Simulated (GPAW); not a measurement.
Runs of GPAW 26.7.0 on AlN. It takes space group F-43m (No. 216, cubic). The conventional cell has a = 4.368 Å, b = 4.368 Å, c = 4.368 Å, α = 90.00°, β = 90.00°, γ = 90.00°. Al (site symmetry -43m) is surrounded by 4 N at 1.89 Å. Around N (site symmetry -43m) lie 4 Al at 1.89 Å. Measurements of this composition are mostly on another form, of space group No. 186.

```csv
task,level,potentials or basis,k mesh,cutoff (eV),maxiter,band path,band points,eigensolver,mesh quality,gap on the mesh (eV),pressure (GPa),V0 of scaled cells (Å³/atom),B0 (GPa)
band structure,PBE,"GPAW PAW data sets (gpaw-data 1.2.1), pw",10 × 10 × 10,800,150,"GXWKGLUWLK,UX",100,-,not flagged,3.31,5.8,-,-
band structure,M06-L,"GPAW PAW data sets (gpaw-data 1.2.1), pw",10 × 10 × 10,800,150,"GXWKGLUWLK,UX",100,-,not flagged,3.34,-3.6,-,-
equation of state,BEEF-vdW,"GPAW PAW data sets (gpaw-data 1.2.1), pw",10 × 10 × 10,800,150,-,-,-,not flagged,-,-,(a),188
equation of state,PW91,"PAW data sets generated in the run's folder for this functional, pw",10 × 10 × 10,800,150,-,-,-,not flagged,-,-,10.71,195
band structure,PW91,"PAW data sets generated in the run's folder for this functional, pw",10 × 10 × 10,800,150,"GXWKGLUWLK,UX",80,-,not flagged,3.35,5.0,-,-
band structure,SOGGA,"PAW data sets generated in the run's folder for this functional, pw",10 × 10 × 10,800,150,"GXWKGLUWLK,UX",100,-,not flagged,3.18,1.9,-,-
equation of state,RPBE+D4,"the program's PAW data sets (release 1.2.1) made for this functional, pw",10 × 10 × 10,800,150,-,-,-,not flagged,-,-,10.37,202
band structure,TASK,"GPAW PAW data sets (gpaw-data 1.2.1), pw",10 × 10 × 10,800,150,"GXWKGLUWLK,UX",60,-,not flagged,4.64,(b),-,-
```

Alike in all rows: no spin polarisation; cell as given; smearing fermi-dirac 0.05 eV.

Question: Estimate the missing entries.

Answer: (a) 10.82; (b) 11.2.

Caveats: the PAW data sets were made with another functional, which shifts forces and pressure a little (some runs).

